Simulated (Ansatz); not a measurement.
# Fe (diamond): energy against volume

All numbers below come from Ansatz 0.2.0, DFT, PBE, plane waves (420 eV) with PAW, scalar-relativistic.

The cell is scaled uniformly from the relaxed one, with fractional coordinates and shape fixed. Energies are extrapolated to zero smearing, pressures are those at the given smearing. Magnetic state: spin not included.

A Birch-Murnaghan fit gives V₀ = 14.46 Å³/atom, B₀ = 155 GPa, B₀′ = 4.5.

Task: What are the energy above the minimum and the pressure at 12.749 Å³/atom?

Result: 123.7 meV/atom and 26.26 GPa as computed.

Task: What are the energy above the minimum and the pressure at 13.908 Å³/atom?

Result: 11.0 meV/atom and 6.92 GPa as computed.

Task: What are the energy above the minimum and the pressure at 15.067 Å³/atom?

Result: 11.4 meV/atom and -5.53 GPa as computed.
